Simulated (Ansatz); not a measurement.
MoS2 under changes of volume

One of the cells (17.728 Å³/atom); the others are scaled copies at fixed shape and fractional positions:

```
Mo S
1.0
     1.58000    0.91221    6.15000
    -1.58000    0.91221    6.15000
     0.00000   -1.82443    6.15000
Mo S
1 2
Direct
  0.00000 0.00000 0.00000
  0.41700 0.41700 0.41700
  0.25000 0.25000 0.25000
```

Measurements of this composition are mostly on another form, of space group No. 194.

```yaml
Program: Ansatz 0.2.0
Functional: PBE
Potentials_or_basis: Ansatz PAW
Cutoff: "420 eV (not typed: the program's choice for these potentials)"
k_mesh: 10 × 10 × 10
Occupations: fermi-dirac, width 0.05 eV
Spin: no spin polarisation
```

```tsv
volume (Å³/atom)	energy over the lowest point (meV/atom)	pressure (GPa)	gap on the mesh (eV)	largest force (eV/Å)
16.664	82.08	16.9	0.89	1.685
17.019	49.41	12.7	0.92	1.267
17.373	25.71	8.8	0.94	0.880
17.728	10.10	5.4	0.95	0.521
18.083	?	?	?	?
18.437	0.00	-0.6	0.98	0.198
18.792	4.13	-3.1	0.99	0.480
```

Task: What does the run at 18.083 Å³/atom give?

Result: Energy over the lowest point 1.77 meV/atom; pressure 2.2 GPa; gap on the mesh 0.97 eV; largest force 0.189 eV/Å.

Worked out: A Birch-Murnaghan fit of order 3 (a polynomial in V^(-2/3)) to the other rows has its minimum at 18.36 Å³/atom with B0 = V·E''(V) = 141 GPa and B' = 4.3 at fixed shape and positions, which overstates the stiffness. It gives 1.76 meV/atom at 18.083 Å³/atom, against the run's 1.77, and -dE/dV = 2.2 GPa, against 2.2. A parabola through the other rows of the gap, of slope 0.657 eV per unit of ln V there, gives 0.97 eV, against the run's 0.97.

Energies are extrapolated to zero smearing.

Caveats: forces of over 1 eV/Å show positions far from the minimum, so gaps and moduli don't describe the material at rest (some runs).

A mesh can miss the band edges. Spin-orbit coupling on Mo is left out.
